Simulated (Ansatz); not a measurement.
ZnGa₂O₄ (Fd-3m) from a database structure at its r2SCAN geometry, run in Ansatz at 3 levels of theory. Non-magnetic throughout; all numbers are computed.

The PBE+SOC input:
```yaml
crystal:
  lattice:
    - [0.0, 4.1640582469, 4.1640582469]
    - [4.1640582469, 0.0, 4.1640582469]
    - [4.1640582469, 4.1640582469, 0.0]
  atoms:
    - { symbol: Zn, position: [0.5, 0.5, 0.5] }
    - { symbol: Zn, position: [0.75, 0.75, 0.75] }
    - { symbol: Ga, position: [0.125, 0.125, 0.625] }
    - { symbol: Ga, position: [0.125, 0.625, 0.125] }
    - { symbol: Ga, position: [0.625, 0.125, 0.125] }
    - { symbol: Ga, position: [0.125, 0.125, 0.125] }
    - { symbol: O, position: [0.8865955604, 0.3402133188, 0.8865955604] }
    - { symbol: O, position: [0.3634044396, 0.3634044396, 0.9097866812] }
    - { symbol: O, position: [0.3634044396, 0.3634044396, 0.3634044396] }
    - { symbol: O, position: [0.9097866812, 0.3634044396, 0.3634044396] }
    - { symbol: O, position: [0.8865955604, 0.8865955604, 0.8865955604] }
    - { symbol: O, position: [0.3402133188, 0.8865955604, 0.8865955604] }
    - { symbol: O, position: [0.3634044396, 0.9097866812, 0.3634044396] }
    - { symbol: O, position: [0.8865955604, 0.8865955604, 0.3402133188] }
kpoints:
  mp_grid: { grid: [6, 6, 6] }
  band_path:
    path:
      - [0.0, 0.0, 0.0]
      - [0.5, 0.0, 0.5]
      - [0.625, 0.25, 0.625]
      - [0.375, 0.375, 0.75]
      - [0.5, 0.5, 0.5]
      - [0.5, 0.25, 0.75]
      - [0.0, 0.270833, -0.270833]
    npoints: 1
hamiltonian:
  xc: pbe
scf:
  occupations: { method: fixed }
  n_extra_bands: 14
magnetization:
  noncollinear: true
  spin_orbit: true
output:
  forces: true
  stress: true
  eigenvalues: true
  write_density: true
  write_potential: true
  elf: true
  volumetric_format: npy
```

Main results, then, where recorded, the levels near the gap in eV from the Fermi energy (columns number the bands from 0), one row a point of the path (Γ, X, U, K, L, W, K–Γ (0.28)):
```
Crystal: 14 atoms, lattice volume = 144.404 Å³
Symmetry: 48 space group operations + 48 with time reversal
Magnetic group: BNS 227.129 (UNI 1631)
```
```
Basis set: ecut = 420 eV, 2741 PW (Γ)
Bands: 138, of which v1, the nominal top of the filled ones, is band 124 counted from 1 (123 counted from 0)
k-points: 16 of 216
Free energy (F): -26314.740449 eV
Fermi energy:    8.300545 eV
--- Forces (eV/Å), atoms counted from 1 ---
  atom   1  Zn      0.00000      0.00000      0.00000
  atom   2  Zn      0.00000      0.00000      0.00000
  atom   3  Ga      0.00000      0.00000      0.00000
  atom   4  Ga      0.00000      0.00000      0.00000
  atom   5  Ga      0.00000      0.00000      0.00000
  atom   6  Ga      0.00000      0.00000      0.00000
  atom   7  O       0.12304    -0.12304      0.12304
  atom   8  O     -0.12304    -0.12304      0.12304
  atom   9  O       0.12304      0.12304      0.12304
  atom  10  O       0.12304    -0.12304    -0.12304
  atom  11  O     -0.12304    -0.12304    -0.12304
  atom  12  O     -0.12304      0.12304      0.12304
  atom  13  O     -0.12304      0.12304    -0.12304
  atom  14  O       0.12304      0.12304    -0.12304
--- Stress (GPa, compression-positive) ---
        8.294581       0.000000       0.000000
        0.000000       8.294581       0.000000
        0.000000       0.000000       8.294581
  P = ⅓ Tr σ = 8.2946 GPa (82.946 kbar)
```

PBE+SOC gives an indirect gap of 2.63 eV, from K–Γ (0.28 of the way from K) to Γ; the least direct gap is 2.82 eV at Γ.

**Question.** In the first input these blocks are replaced (the band path and keys that only write files left aside):
```yaml
hamiltonian:
  xc: r2scan
scf:
  occupations: { method: fixed }
  n_extra_bands: 7
```
(magnetization left out)
What comes out?

**Answer.**
```
Basis set: ecut = 500 eV, 3695 PW (Γ)
Bands: 69, of which v1, the nominal top of the filled ones, is band 62 counted from 1 (61 counted from 0)
k-points: 16 of 216
Free energy (F): -26368.453084 eV
Fermi energy:    7.882715 eV
--- Forces (eV/Å), atoms counted from 1 ---
  atom   1  Zn      0.00000      0.00000      0.00000
  atom   2  Zn      0.00000      0.00000      0.00000
  atom   3  Ga      0.00000      0.00000      0.00000
  atom   4  Ga      0.00000      0.00000      0.00000
  atom   5  Ga      0.00000      0.00000      0.00000
  atom   6  Ga      0.00000      0.00000      0.00000
  atom   7  O       0.00006    -0.00006      0.00006
  atom   8  O     -0.00006    -0.00006      0.00006
  atom   9  O       0.00006      0.00006      0.00006
  atom  10  O       0.00006    -0.00006    -0.00006
  atom  11  O     -0.00006    -0.00006    -0.00006
  atom  12  O     -0.00006      0.00006      0.00006
  atom  13  O     -0.00006      0.00006    -0.00006
  atom  14  O       0.00006      0.00006    -0.00006
--- Stress (GPa, compression-positive) ---
       -0.000505       0.000000       0.000000
        0.000000      -0.000505       0.000000
        0.000000       0.000000      -0.000505
  P = ⅓ Tr σ = -0.0005 GPa (-0.005 kbar)
```
```tsv
band_59	band_60	band_61	band_62	band_63	band_64
-0.166	-0.166	-0.166	3.251	6.847	6.847
-0.263	-0.235	-0.235	6.841	6.841	8.629
-0.578	-0.351	-0.034	7.120	7.127	7.336
-0.578	-0.351	-0.034	7.120	7.127	7.336
-0.260	-0.055	-0.055	6.098	6.272	7.985
-0.616	-0.230	-0.230	7.373	7.373	7.564
-0.542	-0.352	0.016	5.931	7.483	7.615
```
The r2SCAN gap is indirect, 3.24 eV (K–Γ (0.28 of the way from K) to Γ), below the direct gap of 3.42 eV at Γ. The mean stress is close to zero (0.00 GPa).

**Question.** In the first input these blocks are replaced (the band path and keys that only write files left aside):
```yaml
kpoints:
  mp_grid: { grid: [4, 4, 4] }
hamiltonian:
  xc: pbe0
scf:
  occupations: { method: fixed }
  n_extra_bands: 7
```
(magnetization left out)
What comes out?

**Answer.**
```
Basis set: ecut = 420 eV, 2741 PW (Γ)
Bands: 69, of which v1, the nominal top of the filled ones, is band 62 counted from 1 (61 counted from 0)
k-points: 8 of 64
Exchange kernel: α = 0.2500, full range, Wigner–Seitz truncation, v(0) = 15266.9532 eV·Å³, q-mesh 4×4×4
hybrid outer 1: dexx = +9.798e-2 eV, tail = 3.35e-4 eV
hybrid outer 2: dexx = +5.737e-6 eV, tail = 1.24e-7 eV, Δε = 4.66e-3 eV, ΔF = 4.24e-3 eV/Å
hybrid outer 3: dexx = +3.745e-9 eV, tail = 2.97e-9 eV, Δε = 9.91e-5 eV, ΔF = 4.42e-5 eV/Å
Free energy (F): -26316.564632 eV
Fermi energy:    6.654469 eV
--- Forces (eV/Å), atoms counted from 1 ---
  atom   1  Zn      0.00000      0.00000      0.00000
  atom   2  Zn      0.00000      0.00000      0.00000
  atom   3  Ga      0.00000      0.00000      0.00000
  atom   4  Ga      0.00000      0.00000      0.00000
  atom   5  Ga      0.00000      0.00000      0.00000
  atom   6  Ga      0.00000      0.00000      0.00000
  atom   7  O     -0.06508      0.06508    -0.06508
  atom   8  O       0.06508      0.06508    -0.06508
  atom   9  O     -0.06508    -0.06508    -0.06508
  atom  10  O     -0.06508      0.06508      0.06508
  atom  11  O       0.06508      0.06508      0.06508
  atom  12  O       0.06508    -0.06508    -0.06508
  atom  13  O       0.06508    -0.06508      0.06508
  atom  14  O     -0.06508    -0.06508      0.06508
--- Stress (GPa, compression-positive) ---
        0.220224       0.000000       0.000000
        0.000000       0.220224       0.000000
        0.000000       0.000000       0.220224
  P = ⅓ Tr σ = 0.2202 GPa (2.202 kbar)
```
```tsv
band_59	band_60	band_61	band_62	band_63	band_64
-0.199	-0.199	-0.199	5.114	8.782	8.782
-0.307	-0.228	-0.228	8.871	8.871	10.780
-0.593	-0.392	-0.047	9.166	9.174	9.375
-0.593	-0.392	-0.047	9.166	9.174	9.375
-0.293	-0.078	-0.078	8.058	8.264	10.035
-0.663	-0.266	-0.266	9.445	9.445	9.615
-0.623	-0.410	0.002	7.905	9.523	9.647
```
The PBE0 gap is indirect, 5.11 eV (K–Γ (0.28 of the way from K) to Γ), below the direct gap of 5.31 eV at Γ. The mean stress, +0.2 GPa, is small, and the program warns that its thresholds are loose for a hybrid's stress.

Small level splittings and stresses of the hybrids carry the error of their coarser meshes.

Totals of different functionals, or with and without spin-orbit coupling, can't be compared.

Only the levels marked +SOC include spin-orbit coupling.

The meshes of the hybrids are coarse, so their gaps aren't converged to the digits shown.
